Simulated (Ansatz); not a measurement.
CsSnI3:

```
CELL_PARAMETERS angstrom
6.20570 0.00000 0.00000
0.00000 6.20570 0.00000
0.00000 0.00000 6.20570
ATOMIC_POSITIONS crystal
Cs 0.00000 0.00000 0.00000
I 0.50000 0.50000 0.00000
I 0.50000 0.00000 0.50000
I 0.00000 0.50000 0.50000
Sn 0.50000 0.50000 0.50000
```

Base run:

| Item | Value |
| --- | --- |
| Program | Ansatz 0.2.0 |
| Functional | revPBE |
| Potentials or basis | Ansatz PAW |
| Cutoff | 420 eV (not typed: the program's choice for these potentials) |
| k mesh | 5 × 5 × 5 |
| Occupations | fermi-dirac, width 0.05 eV |
| Spin | no spin polarisation |

Its results: pressure 1.4 GPa.

Task: After a change of settings the same cell gave: pressure 2.0 GPa. Which change was it?
A. functional from revPBE to r2SCAN; cutoff from 420 eV (not typed: the program's choice for these potentials) to 500 eV (not typed: the program's choice for these potentials)
B. functional from revPBE to LDA
C. functional from revPBE to PBEsol
D. functional from revPBE to BLYP

Result: D.

Caveats: the cell was measured hot, at 500 K; the PAW data sets come from PBE, with cores solved anew for the run's functional, which leaves a small shift of forces and pressure.

Runs at the PBE level aren't shown here.
